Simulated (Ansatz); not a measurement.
BeO:
```xyz
4
Lattice="2.7118 0.0000 0.0000 -1.3559 2.3484 0.0000 0.0000 0.0000 4.4044" Properties=species:S:1:pos:R:3 pbc="T T T"
Be     1.3559     0.7828     0.0005
Be     0.0000     1.5656     2.2027
O      1.3559     0.7828     1.6644
O      0.0000     1.5656     3.8666
```

Relaxed with PBE.

**Question.** Give the Bader charges and basin volumes of the independent atoms, DFT-PBE in the program Ansatz with PAW potentials.

**Answer.** 

```
atom  Bader charge (e)  Bader volume (Å³)
----  ----------------  -----------------
Be1              +1.73                1.4
O3               -1.73               12.6
```

Space group P6_3mc (wurtzite). The cell was relaxed with PBE under the symmetry of its start.

Potentials: the later of the program's two PAW sets.
